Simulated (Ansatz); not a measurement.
Ir, space group P6_3/mmc: an equation of state with a fit, run with the Python package of Ansatz (0.2.0).

The script, `run_eos.py`:
```python
"""Energy against volume for Ir, with a fit."""

import ansatz as az
import numpy as np
from pymatgen.analysis.eos import EOS

VECTORS = np.array([
    [2.751378, 0.0, 0.0],
    [-1.375689, 2.382763, 0.0],
    [0.0, 0.0, 4.46229],
])
SITES = [
    ("Ir", (2 / 3, 1 / 3, 0.75)),
    ("Ir", (1 / 3, 2 / 3, 0.25)),
]


def make_crystal(cell):
    crystal = az.Crystal(lattice=az.Lattice.of(cell))
    for symbol, position in SITES:
        crystal = crystal.atom(symbol, position)
    return crystal


def main() -> None:
    # uniform scaling of the cell
    volumes, energies, pressures = [], [], []
    for scale in np.linspace(0.88, 1.12, 7):
        cell = VECTORS * scale ** (1 / 3)
        base = make_crystal(cell).calculation()
        base = base.functional("pbe")
        base = base.basis(16 * az.Ha).occupations("fermi_dirac", width=0.3)
        base = base.mixing("anderson", beta=0.5).scf(tolerance=1e-07, max_iterations=80)
        base = base.kpoints(10, 10, 5).stress()
        r = base.run(threads=1, backend="cpu").report
        volumes.append(abs(np.linalg.det(cell)) / len(SITES))
        energies.append(r["free_energy_ev"] / len(SITES))
        pressures.append(np.trace(r["stress_gpa"]) / 3)
        print(f"V = {volumes[-1]:8.4f} A^3/atom  F = {energies[-1]:.5f} eV/atom  P = {pressures[-1]:8.3f} GPa")

    for form in ["birch_murnaghan", "pourier_tarantola", "vinet"]:
        fit = EOS(eos_name=form).fit(volumes, energies)
        print(f"{form:18s} V0 {fit.v0:8.4f} A^3/atom  B0 {fit.b0_GPa:7.1f} GPa  B1 {fit.b1:5.2f}")


if __name__ == "__main__":
    main()
```

From its runs, with one value withheld:

| V (Å³/atom) | F less the lowest row shown (meV/atom) |
| --- | --- |
| 12.872 | ? |
| 13.457 | 128.55 |
| 14.042 | 32.78 |
| 14.627 | 0.00 |
| 15.212 | 16.52 |
| 15.797 | 71.52 |
| 16.382 | 156.35 |

What is the missing energy at 12.872 Å³ an atom?

A third-order Birch-Murnaghan fit, E = E0 + (9 V0 B0 / 16) [(t - 1)³ B' + (t - 1)² (6 - 4t)] with t = (V0/V)^(2/3), through the 6 rows shown gives V0 = 14.701 Å³, B0 = 326.8 GPa, B' = 5.22 and E0 = -0.36 meV. At V = 12.872 Å³, t = 1.09261, and the fit extrapolates to 305.29 meV. The run gave 304.63 meV, a miss of 0.66 meV.

These settings explore the input space; cutoff and mesh may be short of convergence. Shape and fractional positions are held along the curve, so the bulk modulus is an upper value where they are free to relax, by a factor of two or more in layered or hydrogen-bonded cells. The mesh is modest for a metal, so energies can be off by several to tens of meV an atom and pressures by half a GPa or more; differences at equal mesh fare better. The program warned that this SCF threshold is loose for forces or stresses. Pressure is positive in compression. Spin-orbit coupling, which matters for elements this heavy, is left out. This isn't the structure that Ir takes at ambient conditions.
